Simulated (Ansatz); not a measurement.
# Σ3 (111) boundary in bcc Mo with Bi (substitutional): structure and resistance, part 2 of 2

How much does the Σ3 (111) boundary in bcc Mo with Bi (substitutional) reflect electrons?

Ansatz 0.2.0; Ansatz plane-wave DFT, PBE, PAW files; relaxation of a bicrystal slab with its lowest layers held; PAW set soft_1 (the session's first sound run).

So far. Step 2 (Relaxing the bicrystal): The largest force component on a free atom ends at 0.016 eV/Å, under the tolerance of 0.03, after 7 steps.

## (3) Transmission across the boundary

Bulk layers of each grain are laid under and over the relaxed boundary, and a lead is named in the middle of each, away from the free faces. The mesh across the current, 16×16, is finer than the density's, because channels open and close sharply across the zone. Energies from -0.1 to 0.1 eV in steps of 0.05 eV are too few for the program's thermal sum, so it prints no conductance; for a metal the transmission near the Fermi level serves, at a fraction of the cost.

This step: Ansatz plane-wave DFT, PBE, PAW files; ballistic transport by layer matching (Landauer), zero bias; boundary relaxed in a short slab, bulk layers laid on; PAW set soft_1 (Ansatz 0.2.0).

System of this step: Σ3 (111) boundary in bcc Mo with Bi (substitutional). The cell holds 47 atoms: 46 Mo and 1 Bi. Its edges and angles: a = 4.451 Å, b = 4.451 Å, c = 51.026 Å, α = 90.0°, β = 90.0°, γ = 120.0°. It derives from Mo. Regions: lower grain, 19 atoms (19 Mo); boundary, 13 atoms (12 Mo and 1 Bi); upper grain, 15 atoms (15 Mo). Vacuum lies along c.

Input file input.yaml:

```yaml
crystal:
  lattice:
    - [4.4505300808, 0.0, 0.0]
    - [-2.2252650404, 3.8542721103, 0.0]
    - [0.0, 0.0, 51.0259429919]
  atoms:
    - { symbol: Mo, position: [-8.3333333333, -16.6666666667, 0.0783914959] }
    - { symbol: Mo, position: [-8.0, -16.0, 0.0961953932] }
    - { symbol: Mo, position: [-7.6666666667, -15.3333333333, 0.1139992905] }
    - { symbol: Mo, position: [-7.3333333333, -14.6666666667, 0.1318031878] }
    - { symbol: Mo, position: [-7.0, -14.0, 0.1496070851] }
    - { symbol: Mo, position: [-6.6666666667, -13.3333333333, 0.1674109824] }
    - { symbol: Mo, position: [-6.3333333333, -12.6666666667, 0.1852148797] }
    - { symbol: Mo, position: [-6.0, -12.0, 0.203018777] }
    - { symbol: Mo, position: [-5.6666666667, -11.3333333333, 0.2208226743] }
    - { symbol: Mo, position: [-5.3333333333, -10.6666666667, 0.2386265716] }
    - { symbol: Mo, position: [-5.0, -10.0, 0.2564304689] }
    - { symbol: Mo, position: [-4.6666666667, -9.3333333333, 0.2742343662] }
    - { symbol: Mo, position: [-4.3333333333, -8.6666666667, 0.2920382635] }
    - { symbol: Mo, position: [-4.0, -8.0, 0.3098421608] }
    - { symbol: Mo, position: [-3.6666666667, -7.3333333333, 0.3276460581] }
    - { symbol: Mo, position: [-3.3333333333, -6.6666666667, 0.3454499554] }
    - { symbol: Mo, position: [-3.0, -6.0, 0.3632538527] }
    - { symbol: Mo, position: [-2.6666666667, -5.3333333333, 0.38105775] }
    - { symbol: Mo, position: [-2.3333333333, -4.6666666667, 0.3988616473] }
    - { symbol: Mo, position: [0.0, 0.0, 0.4166655446] }
    - { symbol: Mo, position: [0.3333333333, 0.6666666667, 0.434625587] }
    - { symbol: Mo, position: [0.6666666667, 0.3333333333, 0.4530662057] }
    - { symbol: Mo, position: [0.0, 0.0, 0.4700556377] }
    - { symbol: Mo, position: [0.3333333333, 0.6666666667, 0.4891695258] }
    - { symbol: Mo, position: [0.6666666667, 0.3333333333, 0.5031321671] }
    - { symbol: Bi, position: [0.0, 0.0, 0.5301702497] }
    - { symbol: Mo, position: [0.3333333333, 0.6666666667, 0.5664912049] }
    - { symbol: Mo, position: [0.0, 0.0, 0.5850984662] }
    - { symbol: Mo, position: [0.6666666667, 0.3333333333, 0.6011718348] }
    - { symbol: Mo, position: [0.3333333333, 0.6666666667, 0.6177185643] }
    - { symbol: Mo, position: [0.0, 0.0, 0.6373575404] }
    - { symbol: Mo, position: [0.6666666667, 0.3333333333, 0.6545500446] }
    - { symbol: Mo, position: [-2.6666666667, -5.3333333333, 0.6723539419] }
    - { symbol: Mo, position: [-3.0, -6.0, 0.6901578392] }
    - { symbol: Mo, position: [-3.3333333333, -6.6666666667, 0.7079617365] }
    - { symbol: Mo, position: [-3.6666666667, -7.3333333333, 0.7257656338] }
    - { symbol: Mo, position: [-4.0, -8.0, 0.7435695311] }
    - { symbol: Mo, position: [-4.3333333333, -8.6666666667, 0.7613734284] }
    - { symbol: Mo, position: [-4.6666666667, -9.3333333333, 0.7791773257] }
    - { symbol: Mo, position: [-5.0, -10.0, 0.796981223] }
    - { symbol: Mo, position: [-5.3333333333, -10.6666666667, 0.8147851203] }
    - { symbol: Mo, position: [-5.6666666667, -11.3333333333, 0.8325890176] }
    - { symbol: Mo, position: [-6.0, -12.0, 0.8503929149] }
    - { symbol: Mo, position: [-6.3333333333, -12.6666666667, 0.8681968122] }
    - { symbol: Mo, position: [-6.6666666667, -13.3333333333, 0.8860007095] }
    - { symbol: Mo, position: [-7.0, -14.0, 0.9038046068] }
    - { symbol: Mo, position: [-7.3333333333, -14.6666666667, 0.9216085041] }
kpoints:
  mp_grid: { grid: [7, 7, 1] }
hamiltonian:
  xc: pbe
  pseudopotentials: { kind: paw, azcp: { folder: soft_1 } }
scf:
  occupations: { method: fermi_dirac, width: 0.1 }
output:
  transmission:
    leads: [[10, 11], [38, 39]]
    kmesh: [16, 16]
    e_range: [-0.1, 0.1]
    de: 0.05
  write_potential: true
  write_density: true
  volumetric_format: npy
  elf: true
```

Launch:

```
ansatz run input.yaml --threads 4 --pin off --max-ram 15360MiB --backend cpu --events-out ev --progress --plain --runs-dir out
```

Numbers of over 12 decimals in the logs are rounded to 6 here.

Log:

```text
[...]
Crystal: 47 atoms, lattice volume = 875.276 Å³
Basis set: ecut = 420 eV, 17169 PW (Γ)
Bands: 396, of which v1, the nominal top of the filled ones, is band 330 counted from 1 (329 counted from 0)
Symmetry: 6 space group operations
[...]
k-points: 8 of 49 (time reversal used)
[...]
SCF iter   1: F=—  HF=-240401.584728 eV  |F-HF|=—  |Δ(HF+E_count)|=         —  Δρ=9.76e-2  dr2=4.08e2  ethr=3.10e-3  ⟨swp⟩=6.2  Hψ=11235  notcnv=0
[...]
SCF iter  13: F=-240368.033494 eV  HF=-240368.033494 eV  |F-HF|=4.50e-8  |Δ(HF+E_count)|=   9.41e-8  Δρ=1.59e-6  dr2=6.88e-8  ethr=1.52e-11  ⟨swp⟩=12.8  Hψ=11190  notcnv=0
SCF 1 converged in 13 iterations: F = -240368.033494 eV  dr2 = 6.88e-8
[...]
transmission: 201 of 2010 steps passed
transmission: 402 of 2010 steps passed
[...]
transmission: 2010 of 2010 steps passed
WARN: The output density's exchange-correlation potential varies sharply where the density is thin. Do not read a vacuum level from v_tot or v_xc, or from such a field of the output density. On a cell that repeats whose density bears no net charge and no dipole along the vacuum's axis use v_es (v_loc + v_h of the components); under efield.dipole_correction with no amplitude use v_es + v_field, which holds any externa [...]
SCF converged after 13 iterations
Free energy (F): -240368.033494 eV
[...]
Internal energy: -240366.959879 eV  (E = F + TS)
E sigma→0 (E₀):  -240367.496687 eV
Entropy (-TS):   -1.073614 eV (-22.843 meV/atom)
Fermi energy:    17.198984 eV
[...]
--- Band table (eV; the first three rows and the last of 8) ---
  k-point 0: bands = [... 326 lower, 16.7825, 17.1563, 17.4006, 17.4228, 17.4228, 17.4832, 17.5548, 17.7949, ... 62 higher]
  k-point 1: bands = [... 326 lower, 16.8377, 16.9225, 16.9326, 17.2273, 17.4445, 17.5208, 17.5726, 17.9275, ... 62 higher]
  k-point 2: bands = [... 326 lower, 17.0561, 17.0747, 17.1071, 17.1454, 17.2233, 17.3215, 17.3632, 17.4040, ... 62 higher]
  k-point 7: bands = [... 326 lower, 16.8100, 16.9151, 17.0092, 17.0100, 17.2185, 17.4144, 17.4179, 17.5095, ... 62 higher]
--- Transmission ---
  basis      : 151 plane waves across, 67 finite elements along
  points     : 30, standing for a mesh of 16 x 16
  energies   : 5 from -0.100000 to 0.100000 eV about the Fermi level, 0.050000 eV apart; the leads are filled to 0.000000 eV, and channels, transmission and decay are at 0.000000 eV
  crystal 0  : Mo3, at the sites [10, 11], period 2.7254 Å, over 19.08 Å; its Hamiltonian steps by up to 24.7 meV
    offset         : up to 0.0000 Å between an atom of the period and one for which it stands
    channels       : 2.679688e0 a spin
    conductance    : none, the energies end too early or step too widely for 300 K: set another output.transmission.e_range or a lower de, or, where they end at an eighth of basis.ecutwfc, a higher one
    slowest decay  : 0.0627 /Å at (0.3125, 0.2500)
[...]
channels       : 2.679688e0 a spin
[...]
slowest decay  : 0.0672 /Å at (0.3125, 0.2500)
  junction   : crystal 0 to crystal 1, 13.30 to 37.73 Å
    transmission   : 8.569892e-1 a spin
[...]
```

Run time: 8.5 min. Hardware: 4 threads of Arm Neoverse V1, shared host; peak memory 7 GiB; 30 min of CPU time.

This step gave:

```
free energy                                    : -240368.0335 eV
energy at zero smearing                        : -240367.4967 eV
Fermi energy                                   : 17.20 eV
cell area                                      : 17.15 Å²
transmission per spin nearest the Fermi level  : 0.8570
open channels per spin nearest the Fermi level : 2.680
open channels per spin, upper lead             : 2.680
step of the lead's potential                   : 24.7 meV
step of the upper lead's potential             : 21.6 meV
```

Per spin. Table of transmission, zone mean by energy, zero at the Fermi level:

| energy (eV) | transmission, zone mean |
| --- | --- |
| -0.1000 | 0.824 |
| -0.0500 | 0.845 |
| 0.0000 | 0.857 |
| 0.0500 | 0.834 |
| 0.1000 | 0.829 |

Per spin. The open channels, zone mean by energy, zero at the Fermi level:

| energy (eV) | lead | upper lead |
| --- | --- | --- |
| -0.1000 | 2.73 | 2.73 |
| -0.0500 | 2.68 | 2.68 |
| 0.0000 | 2.68 | 2.68 |
| 0.0500 | 2.70 | 2.66 |
| 0.1000 | 2.82 | 2.77 |

Transmission over k1 and k2. At 0.0000 eV from the Fermi level.

Ten even steps from '0' (0.00) to '9' (1.50):
```
8697007968960069
9999606999961016
6799533599760000
0065544455600010
6003455554300666
9763456565436799
8995455665545998
6699556666655996
8899545566554599
9997634565654367
6666003455554300
0010006554445560
6000067995335997
9610169999606999
8960069869700796
6896069868960698
```
Columns: k1 (b1) from -0.5 to 0.438; rows upwards: k2 (b2) from -0.5 to 0.438.

Open channels over k1 and k2. At 0.0000 eV from the Fermi level.

Ten even steps from '_' (0.00) to '@' (6.00):
```
****%%++....++%%******++____++**
**%%@@%%++..++%%@@%%**++..__..++
--++%%%%++----++%%%%++--________
__..++++++------++++++..____..__
--....----------------....--++++
**++++------------------++++****
**%%%%++----------------++%%%%**
****@@%%++--------------++%%@@**
****%%%%++----------------++%%%%
******++++------------------++++
--++++--....----------------....
____..____..++++++------++++++..
--________--++%%%%++----++%%%%++
**++..__..++**%%@@%%++..++%%@@%%
****++____++******%%++....++%%**
******--__--**********--__--****
```
Columns: k1 (b1) from -0.5 to 0.438; rows upwards: k2 (b2) from -0.5 to 0.438.

ELF in the ca plane at fractional y = 0.000, with atoms of Mo and Bi within 0.2 Å of it. It is the smooth field of the valence electrons, not physical close to the nuclei.

Ten even steps from '0' (0.10) to '9' (0.70), each cell a mean:
```
89832389896335989931343001442498894337989622
88424237862332588412344323552158852423796233
32245422322553222234444455543223323542232255
44455544444554434454434554322444444554444455
54433334543333345444433332101245533333454333
43233323432332234334432221000124422332343233
44333334433333344444432221000134433333443333
54444444544444444444433443212355544444444444
22345532233554222344444555433333234553223455
65225324631442355223444444543135532432464234
99623269994333899721343102452279983325999423
57942398597335967931342000342497695338859832
```
Columns run along c (16.0 Å, from fractional 0.36 to 0.67 of the cell), rows up along a (4.5 Å). Atoms in or near the plane, at fractional coordinates: Mo at (0.36, 0.00), Mo at (0.42, 0.00), Mo at (0.47, 0.00), Bi at (0.53, 0.00), Mo at (0.59, 0.00), Mo at (0.64, 0.00).

Valence density in the ca plane at fractional y = 0.000, with atoms of Mo and Bi within 0.2 Å of it. It is the smooth field of the valence electrons, not physical close to the nuclei.

Ten even steps from '0' (0.1 e/Å³) to '9' (7.9 e/Å³), each cell a mean:
```
87300036851001487300003785100147841002686200
33100012320000133100001332000013310000232000
00000000000000000000000000000000000000000000
00000000000000000000000000000000000000000000
00000000000000000000000000000000000000000000
00000000000000000000000000000000000000000000
00000000000000000000000000000000000000000000
00000000000000000000000000000000000000000000
00000000000000000000000000000000000000000000
11000001110000011000000111000001100000111000
65200025641001365200002564100025630001464100
88410037862001588410003896200158851003787200
```
Columns run along c (16.0 Å, from fractional 0.36 to 0.67 of the cell), rows up along a (4.5 Å). Atoms in or near the plane, at fractional coordinates: Mo at (0.36, 0.00), Mo at (0.42, 0.00), Mo at (0.47, 0.00), Bi at (0.53, 0.00), Mo at (0.59, 0.00), Mo at (0.64, 0.00).

Electrostatic potential energy in the ca plane at fractional y = 0.000, with atoms of Mo and Bi within 0.2 Å of it. With pseudopotentials it is smooth inside the atoms' cores, unlike the true potential.

Ten even steps from '0' (-55 eV) to '9' (18 eV), each cell a mean:
```
00379840015996200379974212589730027984001589
34689974357998533689986434799863358997434799
88999998889999888999998778999998889999888999
99999999999999999999999999999999999999999999
99999999999999999999999999999999999999999999
99999999999999999999999999999999999999999999
99999999999999999999999999999999999999999999
99999999999999999999999999999999999999999999
99999999999999999999999889999999999999999999
56899986578999756799997556899976579998656899
11489852126997311489984223689741147985212699
00279830005896100279973112489620016984000489
```
Columns run along c (16.0 Å, from fractional 0.36 to 0.67 of the cell; values clipped at the 3rd and 97th percentile), rows up along a (4.5 Å). Atoms in or near the plane, at fractional coordinates: Mo at (0.36, 0.00), Mo at (0.42, 0.00), Mo at (0.47, 0.00), Bi at (0.53, 0.00), Mo at (0.59, 0.00), Mo at (0.64, 0.00).

Over the solved energies the transmission per spin lies between 0.824 and 0.857, out of 2.72 channels of the lead on average (up to 2.82).

## (4) Specific resistance

This step: Ansatz plane-wave DFT, PBE, PAW files; ballistic transport by layer matching (Landauer), zero bias; specific resistance of the boundary; PAW set soft_1 (Ansatz 0.2.0).

Numbers from this step:

```yaml
area_resistance: 1.826 fΩ m²
t_over_the_leads_mean_channel_count: 0.3089
```

Averaged over the energies near the Fermi level, 30.9 % of the channels pass, which makes 1.83 fΩ m².

By hand, with T and the leads' channels N averaged over the energies near the Fermi level: RA = A (h/2e²)(1/T − ½[1/N₁ + 1/N₂]) = 17.15×10⁻²⁰ m² × 12 906 Ω × (1/0.8378 − ½[1/2.722 + 1/2.703]) = 1.83 fΩ m².

## (5) Results

| Property | Result |
| --- | --- |
| specific resistance of the boundary | 1.83 fΩ m² |
| share of channels that pass | 0.309 |

**Reading.** The boundary has a specific resistance of 1.8 fΩ m². The boundary reflects 69 % of the channels; 1.8 fΩ m² is 18×10⁻¹² Ω·cm². That equals the resistance of 33 nm of bulk Mo at 300 K (measured 5.52 µΩ cm, CRC Handbook of Chemistry and Physics, 84th ed., 2003, Electrical Resistivity of Pure Metals). One Bi in 17.2 Å² of boundary is a high coverage. Each plane of this narrow cell holds one atom, so the solute fills a whole plane. One starting structure was relaxed; another shift or atom count at the boundary may lie lower. Spin-orbit coupling is left out, which matters for Bi.

[Logs are printed without paths, hosts, clocks, repeated set-up lines and the standing remarks that a program may print on its own settings, such as how far it seeks lower states.]

[Hosts, paths, dates, database ids (printed as entryN), source tags and the programs' standing remarks are cut or masked in the printed files.]
